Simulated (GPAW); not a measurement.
Here is a GPAW 26.7.0 calculation.

Contents of run.py:

```python
from ase import Atoms
from ase.calculators.mixing import SumCalculator
from ase.filters import FrechetCellFilter
from ase.io import write
from ase.optimize import BFGS
from dftd3.ase import DFTD3
from gpaw import GPAW, PW, setup_paths

setup_paths.insert(0, '.')

atoms = Atoms(['W'],
              cell=[[-1.582345, 1.582345, 1.582345],
                    [1.582345, -1.582345, 1.582345],
                    [1.582345, 1.582345, -1.582345]],
              scaled_positions=[[0.0, 0.0, 0.0]],
              pbc=True)

calc = GPAW(mode=PW(600),
            xc='PBEsol',
            kpts={'size': (12, 12, 12), 'gamma': True},
            occupations={'name': 'fermi-dirac', 'width': 0.05},
            nbands=16,
            convergence={'density': 1e-05, 'forces': 0.0001},
            maxiter=150,
            txt='gpaw.txt')
atoms.calc = SumCalculator([calc, DFTD3(damping='d3bj', params_tweaks=dict(method='pbesol', atm=True))])
opt = BFGS(FrechetCellFilter(atoms), trajectory='relax.traj', logfile='-')
done = opt.run(fmax=0.02, steps=60)
calc.write('gs.gpw')
write('result.traj', atoms)
print('Converged:', done)
print('Cell:', atoms.cell.cellpar().round(4))
print('Volume:', round(atoms.get_volume(), 4))
print(atoms.get_scaled_positions().round(5))
```

Potentials or basis: PAW data sets generated in the run's folder for this functional, pw.

Command:

```console
$ gpaw-setup -f PBEsol W
$ OMP_NUM_THREADS=1 python run.py
```

(1) What does it give for the space group after relaxing (to 0.05 Å)?

(2) Estimate the relaxed cell.

(3) What does it give for the relaxed volume?

Answers

(1) Im-3m (No. 229).

(2) a = 2.714 Å, b = 2.714 Å, c = 2.714 Å, α = 109.47°, β = 109.47°, γ = 109.47°.

(3) 15.39 Å³/atom.

Caveat: later steps reuse the first step's grids; pairwise dispersion overbinds metals, which lowers pressure and volume.
